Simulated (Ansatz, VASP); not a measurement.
**Al in VASP and in Ansatz**

Contents of INCAR:

```
SYSTEM = Al
ALGO     = Normal         ! electronic algorithm
EDIFF    = 1E-7           ! SCF threshold, eV
EDIFFG   = -0.005         ! ionic threshold
ENCUT    = 600            ! plane-wave cutoff, eV
GGA      = PS             ! functional
IBRION   = 2              ! ionic algorithm
ISIF     = 3              ! what is computed and relaxed
ISMEAR   = 0              ! smearing method
LASPH    = .TRUE.         ! aspherical terms in the spheres
LCHARG   = .FALSE.        ! write CHGCAR
LREAL    = .FALSE.        ! projectors in reciprocal space
LWAVE    = .FALSE.        ! write WAVECAR
NELM     = 100            ! most SCF steps
NSW      = 100            ! ionic steps
PREC     = Accurate       ! precision mode
SIGMA    = 0.1            ! smearing width, eV
```

The input KPOINTS:

```
k-points
0
G
  18 18 10
  0 0 0
```

The input POSCAR:

```
Al
1.0
    2.8635070000      0.0000000000      0.0000000000
   -1.4317530000      2.4798700000      0.0000000000
    0.0000000000      0.0000000000      4.6760870000
Al
2
Direct
    0.0000000000      0.0000000000      0.0000000000
    0.3333333300      0.6666666700      0.5000000000
```

Input for Ansatz:

```yaml
crystal:
  lattice:
    - [2.863507, 0.0, 0.0]
    - [-1.431753, 2.47987, 0.0]
    - [0.0, 0.0, 4.676087]
  atoms:
    - { symbol: Al, position: [0.0, 0.0, 0.0] }
    - { symbol: Al, position: [0.33333333, 0.66666667, 0.5] }
basis:
  ecutwfc: 420
kpoints:
  mp_grid: { grid: [18, 18, 10] }
hamiltonian:
  xc: pbesol
scf:
  occupations: { method: gaussian, width: 0.1 }
output:
  forces: true
  stress: true
  eigenvalues: true
  write_density: true
  write_potential: true
  elf: true
  volumetric_format: npy
relax:
  adjacent_minimum: "off"
  f_tol: 0.005
  max_steps: 80
  cell: { stress_tol: 0.05 }
```

The cell was built by a generator and needn't be a form met in nature.

Alike in both runs: task relaxation of cell and atoms; functional PBEsol; k mesh 18 × 18 × 10; occupations gaussian, width 0.1 eV; no spin polarisation.

|  | VASP | Ansatz |
| --- | --- | --- |
| version | VASP 6.6.1 | Ansatz 0.2.0 |
| potentials or method | VASP PAW PBE potentials, release 64 (Al) | scalar-relativistic, plane waves, PAW |
| plane-wave cutoff (eV) | 600 | 420 |
| valence electrons in the cell | 6 | 6 |

|  | VASP | Ansatz | Ansatz less VASP |
| --- | --- | --- | --- |
| gap on the k mesh at the Fermi level, each at its own relaxed structure (eV) | none | none | - |
| relaxed volume (Å³/atom) | 16.33 | 16.32 | -0.015 |
| relaxed cell length with the largest relative difference (Å) | 4.639 | 4.636 | -0.0031 |
| energy change over the relaxation (meV/atom) | -1 | -1 | -0.1 |

A gap of «none» marks a metal or a gap that the smearing closes.

Caveats: the PAW data sets were made with another functional, which shifts forces and pressure a little (VASP).
